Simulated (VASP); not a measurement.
# W: equation of state with r2SCAN

The system is W.

```
W
1.0
    -1.58234    1.58234    1.58234
     1.58234   -1.58234    1.58234
     1.58234    1.58234   -1.58234
W
1
Cartesian
  0.0000 0.0000 0.0000
```

```json
{"Program": "VASP 6.6.1", "Task": "equation of state", "Functional": "r2SCAN", "Potentials or basis": "VASP PAW PBE potentials, release 64 (W_sv)", "Cutoff": "520 eV", "k mesh": "12 × 12 × 12", "Occupations": "fermi-dirac, width 0.05 eV", "Spin": "no spin polarisation"}
```

```json
{
  "Equilibrium volume": "15.99 Å³/atom",
  "Bulk modulus": "321 GPa",
  "Pressure derivative of the bulk modulus": "3.7"
}
```

Energy against volume, from the lowest point:
| volume (Å³/atom) | energy (meV/atom) |
| --- | --- |
| 14.897 | 82.17 |
| 15.214 | 39.42 |
| 15.531 | 12.49 |
| 15.848 | 0.00 |
| 16.165 | 0.66 |
| 16.482 | 13.28 |
| 16.798 | 36.74 |

All runs of the series together: 4.7 min on 1 thread of AMD EPYC 9R45 96-Core Processor (Zen 5), with other jobs on the host.

Caveat: the PAW data sets were made with another functional, which shifts forces and pressure a little. Zero-point motion and thermal expansion aren't in these numbers.
